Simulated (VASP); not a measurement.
# InP (F-43m) in VASP: further runs

Runs on InP. Level: PBE. Tasks: single point.

Everything below comes from runs of VASP 6.6.1. Logs are shortened: lines on timing, memory, paths and dates and some standing lists are left out, and cuts for length are marked.

**Measured values to compare with.**

From a printed reference work, data compilation, for a bulk crystal of InP at 1.6 K: band gap 1.4236 eV (direct).

The results are compared with them further down.

### Step 1. The cell of the first run

The structure is cubic, space group F-43m (No. 216). Conventional cell: a = 5.960 Å, b = 5.960 Å, c = 5.960 Å, α = 90.00°, β = 90.00°, γ = 90.00°. Within 3.4 Å of In (site symmetry -43m) lie 4 P at 2.58 Å. Within 3.4 Å of P (site symmetry -43m) lie 4 In at 2.58 Å.

### Step 2. Single point, PBE

INCAR

```
PREC = Accurate ; ENCUT = 520
EDIFF = 1E-7 ; ISMEAR = 0
SIGMA = 0.02 ; LREAL = F
LASPH = T ; NELM = 80
ALGO = Normal ; ISIF = 2
LWAVE = F ; LCHARG = F
GGA = PE ; NBANDS = 16
```

KPOINTS

```
Automatic mesh
0
Gamma
  10 10 10
```

POSCAR

```
InP
1.0
    0.0000000000      2.9800342121      2.9800342121
    2.9800342121      0.0000000000      2.9800342121
    2.9800342121      2.9800342121      0.0000000000
In P
1 1
Direct
    0.0000000000      0.0000000000      0.0000000000
    0.2500000000      0.2500000000      0.2500000000
```

Potentials or basis: VASP PAW PBE potentials, release 64 (In_d, P).

On the command line:

```
$ cat potpaw_PBE.64/In_d/POTCAR potpaw_PBE.64/P/POTCAR > POTCAR
$ mpirun -np 1 vasp_std > vasp.out
```

OUTCAR:

```text
PREC = Accurate
   ENCUT = 520
   EDIFF = 1E-7
   ISMEAR = 0
   LREAL = F
   LASPH = T
   NELM = 80
   ISIF = 2
   GGA = PE

 ion  position               nearest neighbor table
   1  0.000  0.000  0.000-   2 2.58   2 2.58   2 2.58   2 2.58
   2  0.250  0.250  0.250-   1 2.58   1 2.58   1 2.58   1 2.58

  LATTYP: Found a face centered cubic cell.
 ALAT       =     5.9600684242

  Lattice vectors:

 A1 = (   0.0000000000,   2.9800342121,   2.9800342121)
 A2 = (   2.9800342121,   0.0000000000,   2.9800342121)
 A3 = (   2.9800342121,   2.9800342121,   0.0000000000)

Analysis of symmetry for initial positions (statically):
=====================================================================
 Subroutine PRICEL returns:
 Original cell was already a primitive cell.

 Routine SETGRP: Setting up the symmetry group for a
 face centered cubic supercell.

 Subroutine GETGRP returns: Found 24 space group operations
 (whereof 24 operations were pure point group operations)
 out of a pool of 48 trial point group operations.

The static configuration has the point symmetry T_d .

Analysis of symmetry for dynamics (positions and initial velocities):
=====================================================================
 Subroutine PRICEL returns:
 Original cell was already a primitive cell.

 Routine SETGRP: Setting up the symmetry group for a
 face centered cubic supercell.

 Subroutine GETGRP returns: Found 24 space group operations
 (whereof 24 operations were pure point group operations)
 out of a pool of 48 trial point group operations.

The dynamic configuration has the point symmetry T_d .

 Subroutine INISYM returns: Found 24 space group operations
 (whereof 24 operations are pure point group operations),
 and found     1 'primitive' translations

----------------------------------------------------------------------------------------

                                     Primitive cell

  volume of cell :      52.9290

  direct lattice vectors                    reciprocal lattice vectors
     0.000000000  2.980034212  2.980034212    -0.167783309  0.167783309  0.167783309
     2.980034212  0.000000000  2.980034212     0.167783309 -0.167783309  0.167783309
     2.980034212  2.980034212  0.000000000     0.167783309  0.167783309 -0.167783309

  length of vectors
     4.214404799  4.214404799  4.214404799     0.290609215  0.290609215  0.290609215

  position of ions in fractional coordinates (direct lattice)
     0.000000000  0.000000000  0.000000000
     0.250000000  0.250000000  0.250000000

[... 76 lines left out ...]
   EDIFF  = 0.1E-06   stopping-criterion for ELM
   LREAL  =      F    real-space projection
   EDIFFG = 0.1E-05   stopping-criterion for IOM
   NSW    =      0    number of steps for IOM
   IBRION =     -1    ionic relax: 0-MD 1-quasi-New 2-CG
   NFREE  =      0    steps in history (QN), initial steepest desc. (CG)
   ISIF   =      2    stress and relaxation
   ISYM   =      2    0-nonsym 1-usesym 2-fastsym
   POTIM  = 0.5000    time-step for ionic-motion
   TEBEG  =    0.0;   TEEND  =   0.0 temperature during run
   PSTRESS=    0.0 pullay stress
   NELECT =      18.0000    total number of electrons
   NUPDOWN=      -1.0000    fix difference up-down
   EMIN   =  10.00;   EMAX   =-10.00  energy-range for DOS
   EFERMI =   0.00;   METHOD = LEGACY
   ISMEAR =     0;   SIGMA  =   0.02  broadening in eV -4-tet -1-fermi 0-gaus
   EFERMI_NEDOS =   21; number of points for ismear=-14 and -15
   IALGO  =     38    algorithm
   IMIX   =      4    mixing-type and parameters
     AMIX     =   0.40;   BMIX     =  1.00
     AMIX_MAG =   1.60;   BMIX_MAG =  1.00
  volume/ion in A,a.u.               =      26.46       178.59
  Fermi-wavevector in a.u.,A,eV,Ry     =   1.142706  2.159401 17.766167  1.305776
  Thomas-Fermi vector in A             =   2.279403
   LORBIT       =      0    0 simple, 1 ext, 2 COOP (PROOUT), +10 PAW based schemes
   GGA     = PE    functional components
   LHFCALC =     F    Hartree Fock is set to
   AEXX    =    0.0000 exact exchange contribution
   IVDW    =     0    specifies the selected vdW correction
   LEPSILON=     F    determine dielectric tensor
   LRPA    =     F    only Hartree local field effects (RPA)
 non-spin polarized calculation
 Gauss-broadening in eV      SIGMA  =   0.02
  energy-cutoff  :      520.00
  volume of cell :       52.93
 maximum number of plane-waves:      1458
   NGX = 15   NGY = 15   NGZ = 15

 number of electron      18.0000005 magnetization

 Free energy of the ion-electron system (eV)
  ---------------------------------------------------
  ext. energy  EPLUGINS =         0.00000000
  ---------------------------------------------------
  free energy    TOTEN  =        -8.40801282 eV

  energy without entropy =       -8.40801282  energy(sigma->0) =       -8.40801282

 E-fermi :   4.8016     XC(G=0):  -9.0618

 val. band max:        4.6535541634   @ k =   0.0000   0.0000   0.0000
 cond. band min:       5.0912293072   @ k =   0.0000   0.0000   0.0000
 fundamental gap:      0.4376751437
 Fermi energy:         4.8015513152

 k-point     1 :       0.0000    0.0000    0.0000
  band No.  band energies     occupation
      1      -9.4407      2.00000
      2      -9.4407      2.00000
      3      -9.4407      2.00000
      4      -9.3122      2.00000
      5      -9.3122      2.00000
      6      -6.5313      2.00000
[... 433 lines left out ...]
      3      -9.3737      2.00000
      4      -9.3405      2.00000
      5      -9.2899      2.00000
      6      -4.9986      2.00000
[... 8 lines left out ...]
     15      15.1828      0.00000
     16      17.0887      0.00000

 [... further k-points ...]

------------------------ aborting loop because EDIFF is reached ----------------------------------------

  FORCE on cell =-STRESS in cart. coord.  units (eV):
  Direction    XX          YY          ZZ          XY          YZ          ZX
  --------------------------------------------------------------------------------------
  -------------------------------------------------------------------------------------
  Total       -0.0209905     -0.0209905     -0.0209905      0.0000000      0.0000000      0.0000000
  in kB       -0.6353888     -0.6353888     -0.6353888      0.0000000      0.0000000      0.0000000
  external PRESSURE =      -0.6353888 kB  Pullay stress =       0.0000000 kB

 VOLUME and BASIS-vectors are now :
 -----------------------------------------------------------------------------
  energy-cutoff  :      520.00
  volume of cell :       52.93
      direct lattice vectors                 reciprocal lattice vectors
     0.000000000  2.980034212  2.980034212    -0.167783309  0.167783309  0.167783309
     2.980034212  0.000000000  2.980034212     0.167783309 -0.167783309  0.167783309
     2.980034212  2.980034212  0.000000000     0.167783309  0.167783309 -0.167783309

 POSITION                                       TOTAL-FORCE (eV/Angst)
 -----------------------------------------------------------------------------------
      0.00000      0.00000      0.00000         0.000000     -0.000000      0.000000
      1.49002      1.49002      1.49002        -0.000000      0.000000     -0.000000
 -----------------------------------------------------------------------------------
    total drift:                               -0.000000     -0.000000     -0.000000

  FREE ENERGIE OF THE ION-ELECTRON SYSTEM (eV)
  ---------------------------------------------------
  free  energy   TOTEN  =        -8.4080128154 eV

  energy  without entropy=       -8.4080128154  energy(sigma->0) =       -8.40801282
```

Run time: 27 s. Hardware: 1 thread of Intel Xeon Platinum 8259CL at 2.50GHz (Skylake/Cascade Lake), shared host; peak memory 0.19 GiB.

Results:

- Free energy: -8.4080 eV
- Pressure: -0.1 GPa
- Band gap on the k mesh: 0.44 eV, direct

Levels at points of the mesh, in eV from the valence-band top:
| k point | band 7 | band 8 | band 9 | band 10 | band 11 | band 12 |
| --- | --- | --- | --- | --- | --- | --- |
| (0.00, 0.00, 0.00) | 0.00 | 0.00 | 0.00 | 0.44 | 4.09 | 4.09 |
| (0.50, 0.00, 0.00) | -5.47 | -0.90 | -0.90 | 1.38 | 4.80 | 4.80 |
| (0.50, 0.50, 0.00) | -5.54 | -2.16 | -2.16 | 1.85 | 2.26 | 8.91 |

Caveat: spin-orbit coupling is left out, which moves the levels of the heavy elements.

### Step 3. Single point, PBE

This run uses another cell than the first one: it holds 16 atoms, not 2.

INCAR

```
ALGO = Normal
EDIFF = 1E-6
ENCUT = 520
GGA = PE
ISIF = 2
ISMEAR = 0
LASPH = T
LCHARG = F
LREAL = Auto
LWAVE = F
NBANDS = 86
NELM = 100
PREC = Accurate
SIGMA = 0.02
```

KPOINTS

```
k-points
0
Gamma
  3 3 3
```

POSCAR

```
InP
1.0
    0.0000000000      5.9600684242     -5.9600684242
    5.9600684242      5.9600684242      0.0000000000
    5.9600684242      0.0000000000     -5.9600684242
In P
8 8
Direct
    0.5000000000      0.0000000000      0.5000000000
    0.5000000000      0.5000000000      0.5000000000
    0.0000000000      0.0000000000      0.5000000000
    0.0000000000      0.5000000000      0.5000000000
    0.5000000000      0.0000000000      0.0000000000
    0.5000000000      0.5000000000      0.0000000000
    0.0000000000      0.0000000000      0.0000000000
    0.0000000000      0.5000000000      0.0000000000
    0.3750000000      0.3750000000      0.3750000000
    0.3750000000      0.8750000000      0.3750000000
    0.8750000000      0.3750000000      0.3750000000
    0.8750000000      0.8750000000      0.3750000000
    0.3750000000      0.3750000000      0.8750000000
    0.3750000000      0.8750000000      0.8750000000
    0.8750000000      0.3750000000      0.8750000000
    0.8750000000      0.8750000000      0.8750000000
```

Potentials or basis: VASP PAW PBE potentials, release 64 (In_d, P).

On the command line:

```
$ cat potpaw_PBE.64/In_d/POTCAR potpaw_PBE.64/P/POTCAR > POTCAR
$ mpirun -np 1 vasp_std > vasp.out
```

Wall time 5.8 min (1 thread of Intel Xeon 6975P-C, shared host); peak memory 0.57 GiB.

It converged, with:

* Free energy: -67.1760 eV
* Pressure: 0.0 GPa
* Band gap on the k mesh: 0.43 eV

Levels at points of the mesh, in eV from the valence-band top:
| k point | band 68 | band 69 | band 70 | band 71 | band 72 | band 73 | band 74 | band 75 | band 76 | band 77 |
| --- | --- | --- | --- | --- | --- | --- | --- | --- | --- | --- |
| (0.00, 0.00, 0.00) | -0.90 | -0.90 | 0.00 | 0.00 | 0.00 | 0.43 | 1.37 | 1.37 | 1.37 | 1.37 |

Caveat: spin-orbit coupling is left out, which moves the levels of the heavy elements.

### Step 4. How close it comes

Step 2. Against the measured gap of InP, 1.4236 eV (direct; 1.6 K; a printed reference work, data compilation), the calculated 0.44 eV is off by -0.99 eV. Spin-orbit coupling on In is left out. The value is that of PBE, without temperature or zero-point motion. Semilocal functionals fall short of measured gaps as a rule.

Step 3. Against the measured gap of InP, 1.4236 eV (direct; 1.6 K; a printed reference work, data compilation), the calculated 0.43 eV is off by -0.99 eV. Spin-orbit coupling on In is left out. The value is that of PBE, without temperature or zero-point motion. Semilocal functionals fall short of measured gaps as a rule.
